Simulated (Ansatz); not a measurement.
## Band table of Br

```
Br
1.0
     0.00000    3.50155    3.50155
     3.50155    0.00000    3.50155
     3.50155    3.50155    0.00000
Br
2
Direct
  0.00000 0.00000 0.00000
  0.25000 0.25000 0.25000
```

Atom numbers follow the list: Br1, Br2.

The cell was built from the diamond type and relaxed in the same program, and has space group Fd-3m; it needn't be a known or the stable phase.

These are results of DFT, PBE, all-electron LAPW, scalar-relativistic in Ansatz 0.2.0, not measurements.

Settings: a Γ-centred 14×14×14 k mesh, Fermi–Dirac smearing of 0.05 eV, basis error target 0.25 meV/atom, no spin polarisation.

Path points, in fractions of the reciprocal vectors: Γ (0.000, 0.000, 0.000), X (0.500, 0.000, 0.500), U (0.625, 0.250, 0.625), K (0.375, 0.375, 0.750), L (0.500, 0.500, 0.500), W (0.500, 0.250, 0.750). Levels in eV from the Fermi level; bands 19 to 28, counted from the lowest band of the run. The gap is zero.

```
# k(1/Å) point b19 b20 b21 b22 b23 b24 b25 b26 b27 b28
0.000 Γ -15.02 -13.05 -2.67 -2.67 -2.67 -0.85 -0.85 -0.85 5.23 9.13
0.112 - -15.00 -13.08 -2.72 -2.72 -2.65 -0.89 -0.80 -0.80 5.34 8.86
0.224 - -14.95 -13.14 -2.83 -2.83 -2.58 -0.98 -0.64 -0.64 5.64 8.34
0.336 - -14.87 -13.25 -2.98 -2.98 -2.48 -1.12 -0.43 -0.43 6.11 7.82
0.449 - -14.77 -13.39 -3.13 -3.13 -2.35 -1.27 -0.20 -0.20 6.66 7.40
0.561 - -14.63 -13.56 -3.27 -3.27 -2.21 -1.42 0.02 0.02 7.11 7.17
0.673 - -14.48 -13.74 -3.37 -3.37 -2.07 -1.56 0.19 0.19 6.99 7.42
0.785 - -14.30 -13.93 -3.43 -3.43 -1.94 -1.69 0.31 0.31 7.01 7.35
0.897 X -14.12 -14.12 -3.45 -3.45 -1.82 -1.82 0.34 0.34 7.15 7.15
0.937 - -14.12 -14.12 -3.46 -3.45 -1.82 -1.80 0.34 0.34 7.15 7.16
0.977 - -14.13 -14.11 -3.47 -3.44 -1.83 -1.77 0.33 0.34 7.12 7.18
1.016 - -14.14 -14.10 -3.49 -3.43 -1.85 -1.72 0.32 0.34 7.09 7.21
1.056 - -14.16 -14.08 -3.52 -3.42 -1.88 -1.65 0.29 0.33 7.05 7.26
1.095 - -14.18 -14.06 -3.55 -3.40 -1.91 -1.58 0.26 0.33 7.01 7.31
1.135 - -14.20 -14.04 -3.58 -3.38 -1.95 -1.49 0.23 0.32 6.98 7.37
1.175 - -14.23 -14.01 -3.60 -3.36 -1.99 -1.40 0.19 0.31 6.95 7.45
1.214 U -14.26 -13.98 -3.62 -3.34 -2.04 -1.31 0.15 0.30 6.93 7.52
1.283 - -14.27 -13.96 -3.62 -3.33 -2.05 -1.28 0.13 0.29 6.94 7.53
1.352 - -14.29 -13.95 -3.62 -3.35 -2.03 -1.27 0.12 0.27 6.97 7.48
1.420 - -14.30 -13.94 -3.61 -3.37 -2.00 -1.27 0.12 0.26 7.02 7.40
1.489 - -14.30 -13.93 -3.60 -3.38 -1.99 -1.27 0.12 0.25 7.05 7.36
1.558 - -14.30 -13.94 -3.61 -3.37 -2.00 -1.27 0.12 0.26 7.02 7.40
1.626 - -14.29 -13.95 -3.62 -3.35 -2.03 -1.27 0.12 0.27 6.97 7.48
1.695 - -14.27 -13.96 -3.62 -3.33 -2.05 -1.28 0.13 0.29 6.94 7.53
1.764 K -14.26 -13.98 -3.62 -3.34 -2.04 -1.31 0.15 0.30 6.93 7.52
1.883 - -14.37 -13.86 -3.64 -3.24 -2.20 -1.07 0.00 0.25 6.95 7.79
2.002 - -14.49 -13.72 -3.58 -3.13 -2.37 -0.89 -0.18 0.17 7.04 8.05
2.121 - -14.63 -13.56 -3.46 -3.02 -2.51 -0.81 -0.35 0.03 6.99 8.29
2.240 - -14.75 -13.41 -3.27 -2.91 -2.62 -0.78 -0.52 -0.16 6.65 8.26
2.359 - -14.86 -13.27 -3.06 -2.81 -2.68 -0.80 -0.66 -0.38 6.15 8.36
2.478 - -14.95 -13.15 -2.86 -2.73 -2.69 -0.83 -0.76 -0.61 5.68 8.60
2.597 - -15.00 -13.08 -2.72 -2.69 -2.68 -0.85 -0.83 -0.79 5.35 8.93
2.715 Γ -15.02 -13.05 -2.67 -2.67 -2.67 -0.85 -0.85 -0.85 5.23 9.13
2.813 - -15.01 -13.07 -2.69 -2.69 -2.69 -0.84 -0.83 -0.83 5.31 9.04
2.910 - -14.97 -13.12 -2.74 -2.74 -2.73 -0.79 -0.76 -0.76 5.54 8.87
3.007 - -14.91 -13.20 -2.81 -2.81 -2.80 -0.70 -0.67 -0.67 5.87 8.73
3.104 - -14.84 -13.30 -2.89 -2.88 -2.88 -0.58 -0.56 -0.56 6.26 8.66
3.201 - -14.75 -13.41 -2.98 -2.95 -2.95 -0.46 -0.46 -0.44 6.66 8.67
3.298 - -14.67 -13.51 -3.06 -3.00 -3.00 -0.38 -0.38 -0.31 7.02 8.68
3.395 - -14.61 -13.59 -3.11 -3.04 -3.04 -0.33 -0.33 -0.21 7.35 8.17
3.492 L -14.58 -13.62 -3.13 -3.05 -3.05 -0.32 -0.32 -0.18 7.63 7.83
3.572 - -14.57 -13.63 -3.25 -3.06 -2.91 -0.41 -0.30 -0.10 7.59 7.83
3.651 - -14.55 -13.66 -3.38 -3.10 -2.73 -0.57 -0.25 0.01 7.48 7.82
3.730 - -14.51 -13.71 -3.48 -3.15 -2.55 -0.74 -0.17 0.10 7.33 7.76
3.810 - -14.45 -13.77 -3.55 -3.22 -2.36 -0.92 -0.07 0.17 7.20 7.65
3.889 - -14.38 -13.85 -3.59 -3.30 -2.17 -1.09 0.03 0.22 7.10 7.50
3.968 - -14.30 -13.93 -3.60 -3.38 -1.99 -1.27 0.12 0.25 7.05 7.36
4.048 - -14.21 -14.03 -3.58 -3.46 -1.80 -1.45 0.19 0.25 7.06 7.23
4.127 W -14.12 -14.12 -3.53 -3.53 -1.62 -1.62 0.23 0.23 7.12 7.12
4.183 - -14.12 -14.12 -3.53 -3.53 -1.63 -1.63 0.24 0.24 7.12 7.12
4.239 - -14.12 -14.12 -3.52 -3.52 -1.65 -1.65 0.25 0.25 7.13 7.13
4.295 - -14.12 -14.12 -3.51 -3.51 -1.68 -1.68 0.27 0.27 7.13 7.13
4.351 - -14.12 -14.12 -3.49 -3.49 -1.72 -1.72 0.29 0.29 7.14 7.14
4.407 - -14.12 -14.12 -3.48 -3.48 -1.76 -1.76 0.31 0.31 7.14 7.14
4.463 - -14.12 -14.12 -3.46 -3.46 -1.79 -1.79 0.33 0.33 7.15 7.15
4.519 - -14.12 -14.12 -3.45 -3.45 -1.81 -1.81 0.34 0.34 7.15 7.15
4.575 X -14.12 -14.12 -3.45 -3.45 -1.82 -1.82 0.34 0.34 7.15 7.15
```
